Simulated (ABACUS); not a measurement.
Crystal: I.

```
CELL_PARAMETERS angstrom
0.00000 2.36560 3.90984
2.19225 0.00000 3.90984
2.19225 2.36560 0.00000
ATOMIC_POSITIONS crystal
I 0.00000 0.00000 0.00000
```

Base run:

```yaml
Program: ABACUS 3.10.1
Functional: revPBE
Potentials_or_basis: PseudoDojo NC SR 0.5 PBE standard
Cutoff: 966 eV
Density_cutoff: 3864 eV
Basis: plane waves
k_mesh: 7 × 7 × 7
Occupations: fermi-dirac, width 0.05 eV
Spin: no spin polarisation
```

Its results: band gap on the k mesh none (metal or under the smearing width); pressure 1.5 GPa.

**Question.** The run is repeated on the same cell with these changes: functional from revPBE to B86bPBE; potentials or basis from PseudoDojo NC SR 0.5 PBE standard to PseudoDojo NC SR 0.4.1 PBE standard. What comes out?

**Answer.** Band gap on the k mesh none (metal or under the smearing width); pressure 0.9 GPa.

Caveats: the potentials were made for another functional, which shifts forces and pressure; an odd number of electrons without spin polarisation forces a metal; a magnetic or distorted state may lie lower.
